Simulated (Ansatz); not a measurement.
This script for the Ansatz DFT code, driven from Python starts 6 runs on C₃H₅N₂ (charge +1), SMILES c1c[nH+]c[nH]1. What input does the engine get in each?

The script, `run_methods.py`:
```python
"""One geometry of C3H5N2(+), method by method."""

from pathlib import Path
import warnings

import ansatz as az
from ase import Atoms
import numpy as np

warnings.simplefilter("ignore", az.DeckWarning)

atoms = Atoms(["C", "C", "N", "C", "N", "H", "H", "H", "H", "H"], positions=[
    [0.0739, -1.1772, 0.1664],
    [-1.0764, -0.4966, -0.1169],
    [-0.7222, 0.8309, -0.2307],
    [0.5901, 0.9852, -0.0292],
    [1.0792, -0.2349, 0.213],
    [0.318, -2.2103, 0.3428],
    [-2.1065, -0.7758, -0.2543],
    [-1.3631, 1.5946, -0.4388],
    [1.1469, 1.9149, -0.0567],
    [2.0602, -0.4308, 0.4043],
])
system = az.Crystal.molecule_from_ase(atoms)

setup = system.calculation().basis(gaussian="def2-SVP").charge(1)

print("functional    E (Ha)        dipole (D)   HOMO (eV)  LUMO (eV)")
for name in ["blyp", "r2scan0", "lc_wpbe", "lda", "r2scan", "pbe"]:
    r = setup.functional(name).forces().orbitals().run(threads=1, runs_dir="runs").report
    lines = Path(r["orbitals_path"]).read_text().splitlines()
    field_of = lambda key: [line.split("=")[1].strip() for line in lines if line.startswith(key)]
    orbitals = [(27.211386 * float(e), s, float(n)) for e, s, n in zip(field_of("Ene="), field_of("Spin="), field_of("Occup="))]
    homo = max(e for e, _, n in orbitals if n > 0.5)
    lumo = min(e for e, _, n in orbitals if n < 0.5)
    dipole = 4.803205 * np.linalg.norm(r["charge_distribution"]["dipole_moment_e_ang"])
    print(f"{name:10s} {r['free_energy_ev'] / 27.211386246:14.6f} {dipole:9.3f} {homo:11.3f} {lumo:10.3f}")
```

Run 1:
```yaml
crystal:
  periodic: [false, false, false]
  atoms:
    - { symbol: C, position_ang: [0.0739, -1.1772, 0.1664] }
    - { symbol: C, position_ang: [-1.0764, -0.4966, -0.1169] }
    - { symbol: "N", position_ang: [-0.7222, 0.8309, -0.2307] }
    - { symbol: C, position_ang: [0.5901, 0.9852, -0.0292] }
    - { symbol: "N", position_ang: [1.0792, -0.2349, 0.213] }
    - { symbol: H, position_ang: [0.318, -2.2103, 0.3428] }
    - { symbol: H, position_ang: [-2.1065, -0.7758, -0.2543] }
    - { symbol: H, position_ang: [-1.3631, 1.5946, -0.4388] }
    - { symbol: H, position_ang: [1.1469, 1.9149, -0.0567] }
    - { symbol: H, position_ang: [2.0602, -0.4308, 0.4043] }
basis:
  gaussian:
    orbitals: def2-SVP
hamiltonian:
  xc: blyp
total_charge: 1.0
output:
  orbitals: {}
  forces: true
```

Run 2, against run 1:
```diff
-  xc: blyp
+  xc: r2scan0
```

Run 3, against run 1:
```diff
-  xc: blyp
+  xc: lc_wpbe
```

Run 4, against run 1:
```diff
-  xc: blyp
+  xc: lda
```

Run 5, against run 1:
```diff
-  xc: blyp
+  xc: r2scan
```

Run 6, against run 1:
```diff
-  xc: blyp
+  xc: pbe
```

```console
$ python run_methods.py
functional    E (Ha)        dipole (D)   HOMO (eV)  LUMO (eV)
blyp          -226.347590     1.443     -11.664     -6.587
r2scan0       -226.270976     1.563     -13.059     -5.626
lc_wpbe       -226.285808     1.654     -15.574     -3.336
lda           -224.478567     1.465     -12.040     -6.925
r2scan        -226.300174     1.487     -12.073     -6.599
pbe           -226.159921     1.450     -11.876     -6.742
```

Notes:
- Total energies depend on the basis set; only differences at equal settings carry meaning.
- The geometry is a force-field or estimated start, not a minimum of this method, and the basis set is short of its limit. A lower total doesn't mark the better method: functionals have no common bound, and MP2 and coupled cluster aren't variational.
- An ion's dipole depends on the origin; the program takes it about the centre of nuclear charge.
- Levels such as HOMO and LUMO are orbital energies: with these approximate functionals they aren't the ionisation energy and electron affinity, and their gap isn't the fundamental gap.
- The whole script took 22 s on 1 thread of Arm Neoverse V1 (shared host), peak memory 0.27 GiB.
